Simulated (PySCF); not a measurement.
Crystal: KCl (Sylvite).

```xyz
2
Lattice="0.0000 3.1465 3.1465 3.1465 0.0000 3.1465 3.1465 3.1465 0.0000" Properties=species:S:1:pos:R:3 pbc="T T T"
K     0.0000    0.0000    0.0000
Cl    3.1465    3.1465    3.1465
```

Base run:

| Quantity | Value |
| --- | --- |
| Program | PySCF 2.14.0 |
| Functional | PBE |
| Potentials or basis | DZVP-MOLOPT-SR/GTH-PBE (potentials made for PBE) |
| k mesh | 7 × 7 × 7 |
| Occupations | fermi-dirac, width 0.05 eV |
| Spin | no spin polarisation |

Its results: band gap on the k mesh 5.18 eV, direct.

Q: The run is repeated on the same cell with these changes: functional from PBE to PBEsol. What comes out?

A: Band gap on the k mesh 5.00 eV, direct.

Caveats: an odd mesh through Γ misses points on the zone boundary, where band edges often lie; the basis of atomic orbitals isn't converged, which shifts pressures, moduli and gaps.

Not every run made on this cell is shown here.
